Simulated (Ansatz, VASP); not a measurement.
## One calculation of AlN, two programs

```xyz
4
Lattice="3.0888 0.0000 0.0000 -1.5444 2.6750 0.0000 0.0000 0.0000 4.9437" Properties=species:S:1:pos:R:3 pbc="T T T"
Al    0.0000    1.7833   -0.0123
Al    1.5444    0.8917    2.4596
N     0.0000    1.7833    1.8761
N     1.5444    0.8917    4.3479
```

Alike in both runs: functional LDA; k mesh 8 × 8 × 5; no spin polarisation.

Ansatz relaxed the structure, and its values are those at the end. VASP's run is a single point on that final structure, the one shown.

|  | VASP | Ansatz |
| --- | --- | --- |
| version | VASP 6.6.1 | Ansatz 0.2.0 |
| potentials or method | VASP PAW LDA potentials, release 64 (Al, N) | scalar-relativistic, plane waves, PAW |
| plane-wave cutoff (eV) | 520 | 520 |
| occupations | gaussian, width 0.01 eV | fixed |
| valence electrons in the cell | 16 | 16 |

```tsv
	VASP	Ansatz	Ansatz less VASP
gap on the k mesh at the Fermi level (eV)	4.42	4.42	-0.005
least direct gap on the mesh (eV)	4.42	4.42	-0.005
pressure (GPa)	0.6	0.0	-0.59
```

A hybrid or GW would open this gap; LDA tends to underestimate it.
